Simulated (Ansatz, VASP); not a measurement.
Two plane-wave programs on Rb

The input INCAR:

```
PREC = Accurate ; ENCUT = 520
EDIFF = 1E-7 ; ISMEAR = -1
SIGMA = 0.05 ; LREAL = F
LASPH = T ; NELM = 60
ALGO = Normal ; ISIF = 2
LWAVE = F ; LCHARG = F
GGA = PE ; NBANDS = 10
```

KPOINTS

```
Automatic mesh
0
Gamma
  6 6 6
```

The input POSCAR:

```
Rb
1.0
    0.0000000000      3.6639905690      3.6639905690
    3.6639905690      0.0000000000      3.6639905690
    3.6639905690      3.6639905690      0.0000000000
Rb
1
Direct
    0.0000000000      0.0000000000      0.0000000000
```

Contents of input.yaml:

```yaml
crystal:
  lattice:
    - [0.0, 3.663990569, 3.663990569]
    - [3.663990569, 0.0, 3.663990569]
    - [3.663990569, 3.663990569, 0.0]
  atoms:
    - { symbol: Rb, position: [0.0, 0.0, 0.0] }
hamiltonian:
  xc: pbe
  pseudopotentials: { kind: paw }
kpoints:
  mp_grid: { grid: [6, 6, 6] }
scf:
  occupations: { method: fermi_dirac, width: 0.05 }
output:
  forces: true
  stress: true
  eigenvalues: true
  write_density: true
  write_potential: true
  elf: true
  volumetric_format: npy
```

Change from the starting cell: volume scaled by 1.02.

Alike in both runs: task single point; functional PBE; k mesh 6 × 6 × 6; occupations fermi-dirac, width 0.05 eV; no spin polarisation.

```csv
,VASP,Ansatz
version,VASP 6.6.1,Ansatz 0.2.0
potentials or method,"VASP PAW PBE potentials, release 64 (Rb_sv)",Ansatz PAW
plane-wave cutoff (eV),520,420
valence electrons in the cell,9,9
```

|  | VASP | Ansatz | Ansatz less VASP |
| --- | --- | --- | --- |
| gap on the k mesh at the Fermi level (eV) | none | none | - |
| pressure (GPa) | -0.2 | -0.2 | 0.00 |

A gap of «none» marks a metal or a gap that the smearing closes. With one functional, cell and mesh, what is left measures potentials, basis and numerics.
